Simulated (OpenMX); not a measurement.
# BaTiO3: single point with PBE

Crystal: BaTiO3.

```xyz
5
Lattice="4.1037 0.0000 0.0000 0.0000 4.1037 0.0000 0.0000 0.0000 4.1224" Properties=species:S:1:pos:R:3 pbc="T T T"
Ba    4.0855    4.0653    0.0144
Ti    2.0623    2.0187    1.9324
O     1.9666    2.1107    0.0264
O     2.0631    0.0135    2.0999
O     0.0819    2.0511    2.2259
```

| Quantity | Value |
| --- | --- |
| Program | OpenMX 3.8.5 |
| Task | single point |
| Functional | PBE |
| Potentials or basis | OpenMX 2013 PBE set, Ba10.0-s3p2d2, Ti7.0-s3p2d2, O6.0-s2p2d1, grid cutoff 400 Ry |
| k mesh | 5 × 5 × 5 |
| Occupations | fermi-dirac, width 0.05 eV |
| Spin | no spin polarisation |

| Item | Value |
| --- | --- |
| Pressure | -6.9 GPa |
| Largest force | 1.702 eV/Å |
| Band gap on the k mesh | 1.49 eV, indirect (least direct gap 1.83 eV) |
| Mulliken charges | Ba +1.29; Ti +0.15; O -0.47, -0.48 e |

Forces in eV/Å, atoms in the order of the input:
```
Ba   0.176  0.107 -0.321
Ti  -0.743 -0.289 -0.146
O    0.741 -0.273  1.507
O    0.354  0.435 -0.234
O   -0.529  0.020 -0.805
```

Levels at points of the mesh, in eV from the valence-band top:
```
           k point  band 17  band 18  band 19  band 20  band 21  band 22  band 23  band 24
(0.00, 0.00, 0.00)    -0.89    -0.57    -0.44    -0.34     1.49     1.93     2.21     3.51
```

Run time: 5.6 min on 1 thread of Arm Neoverse V1, on a shared host, peak memory 1.9 GiB.

Caveat: Mulliken charges move with the basis; spin-orbit coupling is left out, which moves the levels of the heavy elements; an odd mesh through Γ misses points on the zone boundary, where band edges often lie; the basis of atomic orbitals isn't converged, which shifts pressures, moduli and gaps; forces of over 1 eV/Å show positions far from the minimum, so gaps and moduli don't describe the material at rest. A hybrid or GW would open this gap; PBE tends to underestimate it.
